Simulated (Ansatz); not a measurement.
**Relaxing P**

The calculation used DFT PBE, scalar-relativistic, plane waves, PAW in Ansatz 0.2.0. Cutoff 420 eV, Γ-centred k mesh, Gaussian smearing, no spin polarisation in the final step.

The start puts P on the sites of a reported F cell (C2/c, No. 15), at a guessed volume.

```xyz
4
Lattice="3.4603 -2.0636 0.0000 3.4603 2.0636 0.0000 -1.9311 0.0000 8.9544" Properties=species:S:1:pos:R:3 pbc="T T T"
P     5.2401   -0.7553    0.8928
P     0.7149   -0.7553    3.5844
P    -0.2507    0.7553    8.0616
P     4.2745    0.7553    5.3699
```

Cell and atoms relax at zero pressure; the relaxation can't lower the symmetry of the start. After a coarse first stage the cell is made exact in the group found at 0.06 Å.

Energies count from the standard state of P at the same level.

(1) Describe the relaxed structure.

(2) What are its volume, energy, density and gap?

## Answers

(1) It ends in R-3m (No. 166). The result has the grey arsenic (A7) structure. Conventional cell: a = 3.481 Å, c = 9.203 Å. P is coordinated by 3 P at 2.32 Å and 3 P at 2.77 Å.

Space group R-3m:H (No. 166). a = 3.481 Å, b = 3.481 Å, c = 9.203 Å, α = 90.00°, β = 90.00°, γ = 120.00°
| atom | site | symmetry | x | y | z |
| --- | --- | --- | --- | --- | --- |
| P | 6c | 3m | 0.0000 | 0.0000 | 0.7294 |

(2) The volume per atom is 16.10 Å³, the density is 3.20 g/cm³ and the energy over the standard structure is 0.04 eV/atom. The gap on the 21×21×21 mesh is 0 eV (a metal).

The final run used a 21×21×21 mesh on its 2-atom cell and 0.10 eV smearing. The k mesh leaves about 4 meV/atom of noise in metals. A structure relaxed within its symmetry needn't be a true minimum. The steps took of the order of 4 core-minutes in all.